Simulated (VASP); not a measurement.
Write the native input for VASP 6.6.1 that does the following.

```
Task                   : single point
Functional             : PBE
Potentials or basis    : VASP PAW PBE potentials, release 64 (Te, Pb_d)
Cutoff                 : 520 eV
k mesh                 : 4 × 4 × 4
Occupations            : gaussian, width 0.1 eV
Spin                   : no spin polarisation
Dipole correction      : no
Further INCAR settings : ALGO = Normal; EDIFF = 1e-06; NBANDS = 17
```

The structure of TePb lies in POSCAR:

```
TePb
1.0
    0.0000000000      3.2708968051      3.2708968051
    3.2708968051      0.0000000000      3.2708968051
    3.2708968051      3.2708968051      0.0000000000
Te Pb
1 1
Direct
    0.0000000000      0.0000000000      0.0000000000
    0.5000000000      0.5000000000      0.5000000000
```

The cell is a database's computed one.

These files were run (other wordings do the same):

INCAR

```
SYSTEM = TePb
  ALGO = Normal
  EDIFF = 1E-6
  ENCUT = 520
  GGA = PE
  ISIF = 2
  ISMEAR = 0
  LASPH = .TRUE.
  LCHARG = .FALSE.
  LREAL = .FALSE.
  LWAVE = .FALSE.
  NBANDS = 17
  NELM = 100
  PREC = Accurate
  SIGMA = 0.1
```

KPOINTS

```
k-points
0
G
  4 4 4
  0 0 0
```

Potentials or basis: VASP PAW PBE potentials, release 64 (Te, Pb_d).

Command:

```console
$ cat potpaw_PBE.64/Te/POTCAR potpaw_PBE.64/Pb_d/POTCAR > POTCAR
$ mpirun -np 1 vasp_std > vasp.out
```

It gave:

```yaml
Pressure: 0.4 GPa
Band_gap_on_the_k_mesh: 0.81 eV, direct
```

Caveat: spin-orbit coupling is left out, which as a rule narrows the gap of such compounds by several tenths of an eV.

It took 7 s on 1 thread of AMD EPYC 9R45 96-Core Processor (Zen 5), with other jobs on the host, peak memory 0.17 GiB.
